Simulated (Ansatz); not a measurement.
Crystal: Ca.

```
CELL_PARAMETERS angstrom
0.00000 2.79420 2.79420
2.79420 0.00000 2.79420
2.79420 2.79420 0.00000
ATOMIC_POSITIONS crystal
Ca 0.00000 0.00000 0.00000
```

- Program: Ansatz 0.2.0
- Task: single point
- Functional: PBEsol
- Potentials or basis: all-electron LAPW, scalar-relativistic
- Cutoff: 79 eV (chosen from the basis error)
- Basis error allowed: 0.001 eV/atom
- k mesh: 8 × 8 × 8
- Occupations: fermi-dirac, width 0.05 eV
- Spin: no spin polarisation

On this cell: pressure -1.2 GPa; band gap on the k mesh none (metal or under the smearing width).

The same run follows on a disturbed copy (cell strained at random at fixed volume):

```xyz
1
Lattice="0.0226 2.8096 2.7448 2.7525 0.0396 2.7278 2.8498 2.8899 -0.0577" Properties=species:S:1:pos:R:3 pbc="T T T"
Ca    0.0059   -0.0050    0.0069
```

Problem. What changes?

Solution. The energy (extrapolated to zero smearing) moves by +4.8 meV/atom; pressure -1.2 GPa; band gap on the k mesh none (metal or under the smearing width).

Stress tensor (GPa, compression positive):
```
-1.13 -0.60  0.40
-0.60 -1.24  0.25
 0.40  0.25 -1.09
```
